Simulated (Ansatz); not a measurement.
`C[SiH3]` + `F[C](F)F`• → `C[SiH2]`• + trifluoromethane  (hydrogen abstraction from the Si–H bond)

Isolated molecules relaxed with PBE0-D4/def2-TZVP in Ansatz; ΔE leaves out vibrations. CCSD(T)/CBS adds triple-zeta CCSD(T) − MP2 to the extrapolated MP2 energy (def2 sets, frozen cores). This one scheme is used for every species. DFT in def2-TZVPP. No spin–orbit coupling; open shells (•) take unrestricted orbitals.

| level | ΔE (kJ/mol) | difference from CCSD(T)/CBS |
| --- | --- | --- |
| LDA (SPW92) | -72.7 | -4.1 |
| revPBE-D4 | -64.2 | 4.4 |
| BLYP-D4 | -58.1 | 10.5 |
| B97M-V | -64.5 | 4.1 |
| CAM-B3LYP-D4 | -60.0 | 8.6 |
| ωB97X-V | -58.4 | 10.2 |
| ωB97M-V | -63.7 | 4.9 |
| PBE-QIDH | -67.7 | 0.9 |
| PBE | -64.8 | 3.8 |
| BLYP | -57.4 | 11.2 |
| r2SCAN0 | -60.0 | 8.6 |
| RPA@PBE/def2-TZVPP | -67.2 | 1.4 |
| CCSD/def2-SVP | -67.0 | 1.6 |
| CCSD/def2-TZVPP | -67.9 | 0.7 |
| CCSD(T)/def2-TZVPP | -68.7 | -0.1 |
| MP2/CBS(def2) | -73.6 | -5.0 |
| CCSD(T)/CBS | -68.6 | 0 |

Largest T1 diagnostic among the species: 0.014.

Leaving LDA and LC-ωPBE aside and taking each functional with its dispersion term where it has one, the values spread over 9.6 kJ/mol, from PBE-QIDH to BLYP-D4. LDA lies −7.8 kJ/mol from PBE without D4. In def2-TZVPP, CCSD(T) changes the Hartree–Fock value by −18.9 kJ/mol (the triples alone add −0.8 kJ/mol) and MP2 by −24.0 kJ/mol.

CCSD(T)/CBS has its own doubt, a few kJ/mol and more with outer-core shells, so smaller differences from it don't rank the levels.
